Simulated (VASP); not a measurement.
# I (I4/mmm) in VASP: reference runs

Aim: a first look at I with PBE, on the cell as given and on a disturbed one.

All numbers are computed with VASP 6.6.1; they aren't measurements. Logs are shortened: lines on timing, memory, paths and dates and some standing lists are left out, and cuts for length are marked.

## (1) Starting point

Symmetry: I4/mmm, No. 139, tetragonal system. Conventional cell: a = 3.235 Å, b = 3.235 Å, c = 8.530 Å, α = 90.00°, β = 90.00°, γ = 90.00°. I (site symmetry 4/mmm) has 4 I at 3.23 Å as nearest neighbours.

## (2) Single point, PBE

Contents of INCAR:

```
PREC     = Accurate       # precision mode
ENCUT    = 520            # plane-wave cutoff, eV
EDIFF    = 1E-7           # SCF threshold, eV
ISMEAR   = -1             # smearing method
SIGMA    = 0.05           # smearing width, eV
LREAL    = False          # projectors in reciprocal space
LASPH    = True           # aspherical terms in the spheres
NELM     = 100            # most SCF steps
ALGO     = Normal         # electronic algorithm
ISIF     = 2              # what is computed and relaxed
LWAVE    = False          # write WAVECAR
LCHARG   = False          # write CHGCAR
GGA      = PE             # functional
NBANDS   = 10             # bands
```

Contents of KPOINTS:

```
regular mesh
0
Gamma
  11 11 11
```

Contents of POSCAR:

```
I
1.0
   -1.6174560000      1.6174560000      4.2648080000
    1.6174560000     -1.6174560000      4.2648080000
    1.6174560000      1.6174560000     -4.2648080000
I
1
Direct
    0.0000000000      0.0000000000      0.0000000000
```

Potentials or basis: VASP PAW PBE potentials, release 64 (I).

Command:

```
cat potpaw_PBE.64/I/POTCAR > POTCAR
mpirun -np 1 vasp_std > vasp.out
```

OUTCAR:

```text
PREC = Accurate
   ENCUT = 520
   EDIFF = 1E-7
   ISMEAR = -1
   LREAL = False
   LASPH = True
   NELM = 100
   ISIF = 2
   GGA = PE

 ion  position               nearest neighbor table
   1  0.000  0.000  0.000-

  LATTYP: Found a body centered tetragonal cell.
 ALAT       =     3.2349120000
 C/A-ratio  =     2.6367381864

  Lattice vectors:

 A1 = (  -1.6174560000,   1.6174560000,   4.2648080000)
 A2 = (   1.6174560000,  -1.6174560000,   4.2648080000)
 A3 = (   1.6174560000,   1.6174560000,  -4.2648080000)

Analysis of symmetry for initial positions (statically):
=====================================================================
 Subroutine PRICEL returns:
 Original cell was already a primitive cell.

 Routine SETGRP: Setting up the symmetry group for a
 body centered tetragonal supercell.

 Subroutine GETGRP returns: Found 16 space group operations
 (whereof 16 operations were pure point group operations)
 out of a pool of 16 trial point group operations.

The static configuration has the point symmetry D_4h.

Analysis of symmetry for dynamics (positions and initial velocities):
=====================================================================
 Subroutine PRICEL returns:
 Original cell was already a primitive cell.

 Routine SETGRP: Setting up the symmetry group for a
 body centered tetragonal supercell.

 Subroutine GETGRP returns: Found 16 space group operations
 (whereof 16 operations were pure point group operations)
 out of a pool of 16 trial point group operations.

The dynamic configuration has the point symmetry D_4h.

 Subroutine INISYM returns: Found 16 space group operations
 (whereof 16 operations are pure point group operations),
 and found     1 'primitive' translations

----------------------------------------------------------------------------------------

                                     Primitive cell

  volume of cell :      44.6297

  direct lattice vectors                    reciprocal lattice vectors
    -1.617456000  1.617456000  4.264808000     0.000000000  0.309127420  0.117238572
     1.617456000 -1.617456000  4.264808000     0.309127420  0.000000000  0.117238572
     1.617456000  1.617456000 -4.264808000     0.309127420  0.309127420  0.000000000

  length of vectors
     4.839515999  4.839515999  4.839515999     0.330612529  0.330612529  0.437172190

  position of ions in fractional coordinates (direct lattice)
     0.000000000  0.000000000  0.000000000

  ion indices of the primitive-cell ions
   primitive index   ion index
                 1           1

----------------------------------------------------------------------------------------

 KPOINTS: regular mesh

Automatic generation of k-mesh.
 Grid dimensions read from file:
 generate k-points for:   11   11   11

 Generating k-lattice:

  Cartesian coordinates                     Fractional coordinates (reciprocal lattice)
     0.000000000  0.028102493  0.010658052     0.090909091  0.000000000  0.000000000
     0.028102493  0.000000000  0.010658052     0.000000000  0.090909091  0.000000000
     0.028102493  0.028102493  0.000000000     0.000000000  0.000000000  0.090909091

  Length of vectors
     0.030055684  0.030055684  0.039742926

  Shift w.r.t. Gamma in fractional coordinates (k-lattice)
     0.000000000  0.000000000  0.000000000

 Subroutine IBZKPT returns following result:
 ===========================================

 Found    126 irreducible k-points:

 Following reciprocal coordinates:
            Coordinates               Weight
  0.000000  0.000000  0.000000      1.000000
  0.090909 -0.000000  0.000000      8.000000
  0.181818  0.000000  0.000000      8.000000
  0.272727  0.000000  0.000000      8.000000
  0.363636 -0.000000  0.000000      8.000000
  0.454545  0.000000  0.000000      8.000000
[... 42 lines left out ...]
 -0.090909  0.181818  0.090909      8.000000
  0.272727  0.272727  0.090909      8.000000
 [... further k-points ...]
   k-points           NKPTS =    126   k-points in BZ     NKDIM =    126   number of bands    NBANDS=     10
   number of dos      NEDOS =    301   number of ions     NIONS =      1
   total plane-waves  NPLWV =  46656
   dimension x,y,z NGX =    36 NGY =   36 NGZ =   36
   dimension x,y,z NGXF=    72 NGYF=   72 NGZF=   72
   ions per type =               1
   NGX,Y,Z   is equivalent  to a cutoff of  12.37, 12.37, 12.37 a.u.
   NGXF,Y,Z  is equivalent  to a cutoff of  24.73, 24.73, 24.73 a.u.
 SYSTEM =  unknown system
   PREC   = accura    normal or accurate (medium, high low for compatibility)
   ISTART =      0    job   : 0-new  1-cont  2-samecut
   ICHARG =      2    charge: 1-file 2-atom 10-const
   ISPIN  =      1    spin polarized calculation?
   LNONCOLLINEAR =      F non collinear calculations
   LSORBIT =      F    spin-orbit coupling
   LASPH  =      T    aspherical Exc in radial PAW
   ENCUT  =  520.0 eV  38.22 Ry    6.18 a.u.   9.00  9.00  9.00*2*pi/ulx,y,z
   NELM   =    100;   NELMIN=  2; NELMDL= -5     # of ELM steps
   EDIFF  = 0.1E-06   stopping-criterion for ELM
   LREAL  =      F    real-space projection
   EDIFFG = 0.1E-05   stopping-criterion for IOM
   NSW    =      0    number of steps for IOM
   IBRION =     -1    ionic relax: 0-MD 1-quasi-New 2-CG
   NFREE  =      0    steps in history (QN), initial steepest desc. (CG)
   ISIF   =      2    stress and relaxation
   ISYM   =      2    0-nonsym 1-usesym 2-fastsym
   POTIM  = 0.5000    time-step for ionic-motion
   TEBEG  =    0.0;   TEEND  =   0.0 temperature during run
   PSTRESS=    0.0 pullay stress
   NELECT =       7.0000    total number of electrons
   NUPDOWN=      -1.0000    fix difference up-down
   EMIN   =  10.00;   EMAX   =-10.00  energy-range for DOS
   EFERMI =   0.00;   METHOD = LEGACY
   ISMEAR =    -1;   SIGMA  =   0.05  broadening in eV -4-tet -1-fermi 0-gaus
   EFERMI_NEDOS =   21; number of points for ismear=-14 and -15
   IALGO  =     38    algorithm
   IMIX   =      4    mixing-type and parameters
     AMIX     =   0.40;   BMIX     =  1.00
     AMIX_MAG =   1.60;   BMIX_MAG =  1.00
  volume/ion in A,a.u.               =      44.63       301.18
  Fermi-wavevector in a.u.,A,eV,Ry     =   0.882875  1.668392 10.605317  0.779469
  Thomas-Fermi vector in A             =   2.003566
   LORBIT       =      0    0 simple, 1 ext, 2 COOP (PROOUT), +10 PAW based schemes
   GGA     = PE    functional components
   LHFCALC =     F    Hartree Fock is set to
   AEXX    =    0.0000 exact exchange contribution
   IVDW    =     0    specifies the selected vdW correction
   LEPSILON=     F    determine dielectric tensor
   LRPA    =     F    only Hartree local field effects (RPA)
 non-spin polarized calculation
  energy-cutoff  :      520.00
  volume of cell :       44.63
 maximum number of plane-waves:      1224
   NGX = 17   NGY = 17   NGZ = 17

 number of electron       6.9999999 magnetization

 Free energy of the ion-electron system (eV)
  ---------------------------------------------------
  ext. energy  EPLUGINS =         0.00000000
  ---------------------------------------------------
  free energy    TOTEN  =        -1.42127792 eV

  energy without entropy =       -1.41505120  energy(sigma->0) =       -1.41816456

 E-fermi :   2.7038     XC(G=0):  -7.7646

 val. band max:        2.6865513934   @ k =  -0.3636  -0.3636   0.2727
 cond. band min:       2.7039954307   @ k =  -0.4545  -0.4545   0.3636
 fundamental gap:      0.0174440374
 Fermi energy:         2.7038155463

 k-point     1 :       0.0000    0.0000    0.0000
  band No.  band energies     occupation
      1     -11.0877      2.00000
      2       0.3518      2.00000
      3       3.4848      0.00000
      4       3.4848      0.00000
      5       6.8719      0.00000
      6       9.9847      0.00000
      7      10.6356      0.00000
      8      15.1788      0.00000
      9      15.1788      0.00000
     10      15.1860      0.00000

 k-point     2 :       0.0909   -0.0000    0.0000
  band No.  band energies     occupation
      1     -11.0046      2.00000
      2       0.3823      2.00000
      3       2.7189      0.85053
      4       3.5475      0.00000
      5       7.0889      0.00000
      6      10.2932      0.00000
      7      11.3435      0.00000
      8      13.2011      0.00000
      9      15.2982      0.00000
     10      15.8059      0.00000

 k-point     3 :       0.1818    0.0000    0.0000
  band No.  band energies     occupation
      1     -10.7668      2.00000
      2       0.4657      2.00000
      3       1.1895      2.00000
      4       3.7226      0.00000
      5       7.6305      0.00000
      6      10.5985      0.00000
      7      11.4105      0.00000
      8      13.3915      0.00000
      9      15.6456      0.00000
     10      16.2226      0.00000

 k-point     4 :       0.2727    0.0000    0.0000
  band No.  band energies     occupation
      1     -10.4145      2.00000
      2      -0.3955      2.00000
      3       0.6414      2.00000
      4       3.9695      0.00000
      5       8.2133      0.00000
      6      10.2728      0.00000
      7      11.0141      0.00000
      8      15.5835      0.00000
      9      15.8857      0.00000
     10      16.3428      0.00000
[... 430 lines left out ...]
 k-point    38 :       0.1818    0.0909    0.0909
  band No.  band energies     occupation
      1     -10.1039      2.00000
      2      -0.1052      2.00000
      3       0.9055      2.00000
      4       1.7558      2.00000
      5       8.6004      0.00000
      6      10.6075      0.00000
      7      11.9933      0.00000
      8      12.7096      0.00000
      9      14.2979      0.00000
     10      16.5003      0.00000

 k-point    39 :       0.2727    0.0909    0.0909
  band No.  band energies     occupation
      1      -9.7239      2.00000
      2      -1.3439      2.00000
      3       1.0781      2.00000
      4       2.0507      2.00000
      5       8.4415      0.00000
      6      10.5036      0.00000
      7      11.4565      0.00000
      8      13.4558      0.00000
      9      14.6173      0.00000
     10      16.4914      0.00000

 k-point    40 :       0.3636    0.0909    0.0909
  band No.  band energies     occupation
      1      -9.4604      2.00000
      2      -2.0531      2.00000
      3       1.2013      2.00000
      4       2.2440      1.99980
      5       8.0318      0.00000
      6      10.2717      0.00000
      7      12.2735      0.00000
      8      13.8270      0.00000
      9      14.8338      0.00000
     10      15.3746      0.00000

 [... further k-points ...]

------------------------ aborting loop because EDIFF is reached ----------------------------------------

  FORCE on cell =-STRESS in cart. coord.  units (eV):
  Direction    XX          YY          ZZ          XY          YZ          ZX
  --------------------------------------------------------------------------------------
  -------------------------------------------------------------------------------------
  Total        0.0265877      0.0265877      0.0440783      0.0000000      0.0000000      0.0000000
  in kB        0.9544812      0.9544812      1.5823800      0.0000000      0.0000000      0.0000000
  external PRESSURE =       1.1637808 kB  Pullay stress =       0.0000000 kB

 VOLUME and BASIS-vectors are now :
 -----------------------------------------------------------------------------
  energy-cutoff  :      520.00
  volume of cell :       44.63
      direct lattice vectors                 reciprocal lattice vectors
    -1.617456000  1.617456000  4.264808000     0.000000000  0.309127420  0.117238572
     1.617456000 -1.617456000  4.264808000     0.309127420  0.000000000  0.117238572
     1.617456000  1.617456000 -4.264808000     0.309127420  0.309127420  0.000000000

 POSITION                                       TOTAL-FORCE (eV/Angst)
 -----------------------------------------------------------------------------------
      0.00000      0.00000      0.00000        -0.000000     -0.000000      0.000000
 -----------------------------------------------------------------------------------
    total drift:                                0.000000      0.000000     -0.000000

  FREE ENERGIE OF THE ION-ELECTRON SYSTEM (eV)
  ---------------------------------------------------
  free  energy   TOTEN  =        -1.4212779175 eV

  energy  without entropy=       -1.4150512001  energy(sigma->0) =       -1.41816456
```

Wall time 31 s (1 thread of AMD EPYC 9R45 (Zen 5), shared host); peak memory 0.19 GiB.

Results:

| Item | Value |
| --- | --- |
| Free energy | -1.4213 eV |
| Pressure | 0.1 GPa |
| Band gap on the k mesh | none (metal or under the smearing width) |

Caveat: an odd number of electrons without spin polarisation forces a metal; a magnetic or distorted state may lie lower.

[end of part 1 of 2]
